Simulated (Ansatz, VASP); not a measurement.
MgS: VASP beside Ansatz

```
Mg S
1.0
     0.00000    2.94411    2.94411
     2.94411    0.00000    2.94411
     2.94411    2.94411    0.00000
Mg S
1 1
Direct
  0.00000 0.00000 0.00000
  0.25000 0.25000 0.25000
```

Change from the starting cell: hydrostatic strain +4.0%.

Alike in both runs: task single point; functional PBE; k mesh 8 × 8 × 8; occupations fermi-dirac, width 0.02 eV; no spin polarisation.

|  | VASP | Ansatz |
| --- | --- | --- |
| version | VASP 6.6.1 | Ansatz 0.2.0 |
| potentials or method | VASP PAW PBE potentials, release 64 (Mg, S) | plane waves, PAW |
| plane-wave cutoff (eV) | 520 | 420 |
| valence electrons in the cell | 8 | 16 |

VASP gave:

| Item | Value |
| --- | --- |
| gap on the k mesh at the Fermi level (eV) | 2.90 |
| pressure (GPa) | -4.6 |

Which values does Ansatz return?

gap on the k mesh at the Fermi level (eV): 2.91; pressure (GPa): -4.5.

The two sets of potentials don't hold the same shells in valence.
